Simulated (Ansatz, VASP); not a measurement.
Given: the input of a run of Ansatz 0.2.0 on GaP. 

input.yaml

```yaml
crystal:
  lattice:
    - [0.0, 2.72525, 2.72525]
    - [2.72525, 0.0, 2.72525]
    - [2.72525, 2.72525, 0.0]
  atoms:
    - { symbol: Ga, position: [0.0, 0.0, 0.0] }
    - { symbol: P, position: [0.75, 0.75, 0.75] }
kpoints:
  mp_grid: { grid: [8, 8, 8] }
scf:
  occupations: { method: gaussian, width: 0.023 }
hamiltonian:
  xc: pbe
  pseudopotentials: { kind: all_electron, lapw: { basis_error: 0.001 } }
output:
  forces: true
  stress: true
  eigenvalues: true
```

Potentials or basis: all-electron LAPW, scalar-relativistic.

Command:

```bash
$ ansatz run input.yaml --threads 1 --pin off --max-ram 3072MiB --backend cpu --events-out ev --progress --plain --runs-dir out
```

Question: What does the same run look like in VASP 6.6.1? Potentials or basis there: PBE PAW files Ga_d, P, 520 eV.

Answer: As run (cutoffs and basis follow the program's own potentials, and thresholds, step limits or extra output files can differ):

File INCAR:

```
SYSTEM = GaP
PREC = Accurate
ENCUT = 520
EDIFF = 1E-7
ISMEAR = 0
SIGMA = 0.023
LREAL = .False.
LASPH = .True.
NELM = 100
ALGO = Fast
ISIF = 2
LWAVE = .False.
LCHARG = .False.
GGA = PE
```

KPOINTS

```
Automatic mesh
0
Gamma
  8 8 8
  0 0 0
```

Contents of POSCAR:

```
GaP
1.0
    0.0000000000      2.7252500000      2.7252500000
    2.7252500000      0.0000000000      2.7252500000
    2.7252500000      2.7252500000      0.0000000000
Ga P
1 1
Direct
    0.0000000000      0.0000000000      0.0000000000
    0.7500000000      0.7500000000      0.7500000000
```

Potentials or basis: VASP PAW PBE potentials, release 64 (Ga_d, P).

The run is started by

```sh
$ cat potpaw_PBE.64/Ga_d/POTCAR potpaw_PBE.64/P/POTCAR > POTCAR
$ mpirun -np 1 vasp_std > vasp.out
```

Both were run:

|  | Ansatz | VASP |
| --- | --- | --- |
| Pressure | 2.5 GPa | 2.5 GPa |

Where Ansatz's input types no cutoff or centring, it takes its own default and a Γ-centred mesh.

Pressure is positive in compression.
